**Question**

I have a density-of-states run for CoAl in the CsCl structure, with the cell stretched by 8% in volume. The functional is Xα with a +U correction on the Co d shell. The table gives the filled states by projection: how many electrons each one holds, and at what mean energy below the Fermi level.

FLEUR MaX-R8.1 (later development tree), all-electron Xα+U with collinear spins (Co d: U = 3.5 eV, J = 0.9 eV), for CsCl-type CoAl with the cell volume stretched by 8%; 9×9×9 k mesh, Fermi-Dirac smearing of 0.02 eV. The muffin-tin (MT) radii are 2.33 bohr for Co and 2.06 bohr for Al. Filled states are taken from −12 eV upwards, and energies are relative to the Fermi level.

| projection name | projection electrons (e) | projection band centre (eV) |
| --- | --- | --- |
| INT | 1.320 | -4.310 |
| MT:1s | 0.200 | -5.990 |
| MT:1p | 0.210 | -3.840 |
| MT:1d | 3.710 | -2.140 |
| MT:2s | 0.230 | -6.760 |
| MT:2p | 0.250 | -3.780 |
| MT:2d | 0.050 | -2.500 |

I would like to understand these points:

1. Does 3.71 mean that cobalt has fewer than four d electrons?
2. Why does Co d hold the most electrons and also lie highest?
3. Why does s lie below p on both atoms?
4. Which digits can I trust?
5. Aluminium has three valence electrons, but its rows add up to very little. Has it given them to cobalt?
6. What sort of states make up INT?
7. What would change with a larger Al sphere, or without U?

**Answer**

First the labels. MT:1 is the sphere around Co and MT:2 the sphere around Al. The letters s, p and d give the angular shape of valence states inside a sphere, so "1s" here is no core level. INT is the space between the spheres.

**1. Does 3.71 mean fewer than four d electrons?**

No, because the counts are for one spin direction. All rows together hold 5.97 electrons, while Co and Al bring 12 valence electrons to the cell. The run started ferromagnetic and ended with no moment, so both spin directions are equally filled and every count may be doubled. Cobalt then has about 7.4 d electrons in its sphere, which agrees with the sphere charge from the same run.

**2. Why is Co d the largest and the highest?**

Most of cobalt's valence electrons are d electrons: seven of nine in the free atom. A Co 3d orbital is also compact, so most of it fits inside the sphere and the projection catches most of its electrons. Together this gives Co d 62% of all the electrons counted. Compact orbitals also overlap weakly with their neighbours, which keeps their band narrow. In cobalt this band is only partly filled, so the Fermi level cuts through it and the filled d states lie not far below. The s and p states form broad bands that reach much deeper.

The centre of −2.14 eV belongs to the filled part only. The empty d states above the Fermi level would pull the centre of the whole d band upwards. A d-band centre taken over the whole band, filled and empty, is a different quantity.

**3. Why does s lie below p?**

The two centres lie about 2.2 eV apart on Co and 3.0 eV apart on Al. Two pieces of standard physics point the same way. In the free atom an s electron comes closer to the nucleus than a p electron of the same shell and is bound more tightly. In the solid, the lowest state of a broad band keeps the same sign from atom to atom, so around each nucleus it looks like s. Higher in the band the wave changes across each atom, and that change looks like p.

The order is therefore no peculiarity of this alloy. The table shows the order and the distance between the centres, but not how much comes from the atom and how much from the band.

**4. Which digits can be trusted?**

The entries are rounded to 0.01, and the doubled Co d count differs from the sphere charge by 0.03 electrons. The difference between Co s and Co p, 0.20 against 0.21, therefore deserves no explanation. For Al d, with only 0.05 electrons, rounding alone allows an error of 10% of the value. The large contrasts, such as Co d against everything else, are safe from such errors. The sphere charge comes from the same run, however, so its agreement doesn't test the k mesh or the cutoffs. These are usual working values, not converged limits, and only a run with finer ones would show how far the counts and centres still move. The energies have no second source to compare with here, so it's wise not to lean on their last digit.

**5. Has aluminium given its electrons to cobalt?**

The low count is no evidence for it. An s or p electron in a metal spreads through the whole cell, and a sphere catches only the part that happens to be inside. A simple estimate shows how much that should be. Take all counted electrons except Co d, spread them evenly over the cell, and give each region its share by volume. For the Al sphere and one spin direction:

- electrons to spread: 5.97 − 3.71 = 2.26
- share of the cell volume inside the Al sphere: 22.4%
- expected count: 2.26 × 0.224 = 0.51
- computed count: 0.23 + 0.25 + 0.05 = 0.53

So the Al sphere holds about what its volume would catch from an even sea of electrons. A count far below aluminium's three electrons is therefore to be expected from so small a sphere. Some charge may still move between the atoms, but this count can't reveal it.

The same estimate does worse elsewhere. It gives Co s and p together 0.73 electrons where the run has 0.41, and it gives INT 1.02 where the run has 1.32. The charge outside the Co d row is thus less even than assumed: thinner inside the Co sphere and denser between the spheres. The estimate has no adjustable constant, but it takes its total from the table, so the errors of the three regions must cancel. The printed output below lists all three.

**6. What sort of states make up INT?**

INT is a region, and any state that reaches into it contributes. One likely contribution is the outer part of the Co d orbitals. The estimate above treats these tails as part of the even sea, although they gather just outside the Co sphere. That would explain at least some of the excess in INT.

The energy seems to support this at first. The INT centre, −4.31 eV, lies between Co d and the average of the s and p states in the spheres. A mixture with about one quarter Co d would reproduce it. But so would a mixture with no d at all, if about one fifth were s and the rest p. One mean energy can't tell these two mixtures apart; the shape of the INT density of states, set beside that of Co d, would be a better guide.

**7. What would change with a larger Al sphere, or without U?**

A larger sphere would move electrons from INT to Al on paper, while the metal stayed the same. Suppose the radius grew by 0.1 bohr and the added shell had the mean density of INT. The Al count would rise by about 0.1 electrons per spin direction, or roughly a fifth of its present value. This choice of radius matters far more than the last printed digit.

Removing U would change the electronic states themselves. U is the energy cost of putting two electrons into the same d shell, and J is the exchange energy that reduces it for equal spins. In its simplest form, the correction shifts a d orbital by (U − J)(½ − n), where n is its filling. Orbitals more than half full go down, and the others go up.

With U − J = 2.6 eV and a mean filling of 3.71/5 = 0.74, the average shift is downwards by about 0.6 eV. Without U this downward push is gone, but the centre in the table needn't rise by as much. As the d states move up, some of their electrons pass into other states. The repulsion within the d shell then falls, which pulls the d states back down. The Fermi level, from which the centre is measured, can shift too. It takes a run with U = 0 to see where the centre settles.

For practical use, compare sphere counts between two alloys only if the sphere radii are the same, and work out the volume share before reading a low count as lost charge. Compare d centres only at the same U and over the same part of the band.

Printed output of the fit:

```
Counts for both spins and shares:
    row  electrons both spins  percent of counted
    INT                  2.64               22.11
  MT:1s                   0.4                3.35
  MT:1p                  0.42               3.518
  MT:1d                  7.42               62.14
  MT:2s                  0.46               3.853
  MT:2p                   0.5               4.188
  MT:2d                   0.1              0.8375
Sum of all rows in one spin channel (e): 5.97
Shortfall of the doubled sum against 12 valence electrons (e): 0.06
Doubled Co d count less Co d sphere charge (e): -0.0299
Centre of p less centre of s on Co (eV): 2.15
Centre of p less centre of s on Al (eV): 2.98
Volume shares of interstitial, Co sphere, Al sphere, first interstitial (percent): 45.16
Volume share of Al sphere (percent): 22.41
Even spread, Al sphere, one spin (e): 0.5065
Computed Al sphere s+p+d, one spin (e): 0.53
Even spread, Co sphere without d, one spin (e): 0.7329
Computed Co sphere s+p, one spin (e): 0.41
Even spread, interstitial, one spin (e): 1.021
Mean centre of s+p in both spheres (eV): -5.061
Interstitial read as sphere-like s+p plus Co d, d share (percent): 25.71
Interstitial read as s plus p without d, s share (percent): 19.37
Share of s in the s+p count of both spheres (percent): 48.31
Rough gain of Al count for a radius larger by 0.1 bohr, one spin (e): 0.1001
Rough potential shift of Co d by U at fixed mean occupation (eV): -0.6292
Half a rounding step relative to the Al d count (percent): 10
```
